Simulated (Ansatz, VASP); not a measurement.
# SnSe in VASP and in Ansatz

Contents of INCAR:

```
SYSTEM = SnSe
PREC = Accurate
ENCUT = 520
EDIFF = 1E-7
ISMEAR = -1
SIGMA = 0.1
LREAL = .False.
LASPH = .True.
NELM = 60
ALGO = Normal
ISIF = 2
LWAVE = .False.
LCHARG = .True.
GGA = PE
LELF = .True.
LVHAR = .True.
NBANDS = 17
```

KPOINTS

```
Automatic mesh
0
Gamma
  14 14 14
  0 0 0
```

The input POSCAR:

```
SnSe
1.0
    2.7114811087      0.0000000000      0.0000000000
    0.0000000000      2.7114811087      0.0000000000
    0.0000000000      0.0000000000      2.7114811087
Sn Se
1 1
Direct
    0.0000000000      0.0000000000      0.0000000000
    0.5000000000      0.5000000000      0.5000000000
```

Input for Ansatz:

```yaml
crystal:
  lattice:
    - [2.7114811087, 0.0, 0.0]
    - [0.0, 2.7114811087, 0.0]
    - [0.0, 0.0, 2.7114811087]
  atoms:
    - { symbol: Sn, position: [0.0, 0.0, 0.0] }
    - { symbol: Se, position: [0.5, 0.5, 0.5] }
kpoints:
  mp_grid: { grid: [14, 14, 14] }
  band_path:
    path:
      - [0.0, 0.0, 0.0]
      - [0.0, 0.5, 0.0]
      - [0.5, 0.5, 0.0]
      - [0.0, 0.0, 0.0]
      - [0.5, 0.5, 0.5]
      - [0.0, 0.5, 0.0]
      - [0.5, 0.5, 0.5]
      - [0.5, 0.5, 0.0]
    npoints: 8
scf:
  occupations: { method: fermi_dirac, width: 0.1 }
hamiltonian:
  xc: pbe
  pseudopotentials: { kind: all_electron, lapw: { basis_error: 0.001 } }
output:
  forces: true
  stress: true
  eigenvalues: true
  populations: true
  dos: { projected: true, de: 0.2, e_range: [-14, 8] }
```

Change from the starting cell: volume scaled by 0.4, LAPW.

Alike in both runs: task single point; functional PBE; k mesh 14 × 14 × 14; occupations fermi-dirac, width 0.1 eV; no spin polarisation.

|  | VASP | Ansatz |
| --- | --- | --- |
| version | VASP 6.6.1 | Ansatz 0.2.0 |
| potentials or method | VASP PAW PBE potentials, release 64 (Sn_d, Se) | all-electron LAPW, scalar-relativistic |
| plane-wave cutoff (eV) | 520 | see its input |

Ansatz gave:

- pressure (GPa): 379.5

**Question.** Which values does VASP return?

**Answer.** Pressure (GPa): 383.2.

Ansatz ran all-electron here, so the differences hold the error of VASP's frozen core and of both bases.

Caveats: the cell as given lies far from equilibrium; so large a pressure means that the cell lies far from this level's equilibrium, or that cutoff or potentials fall short (VASP).
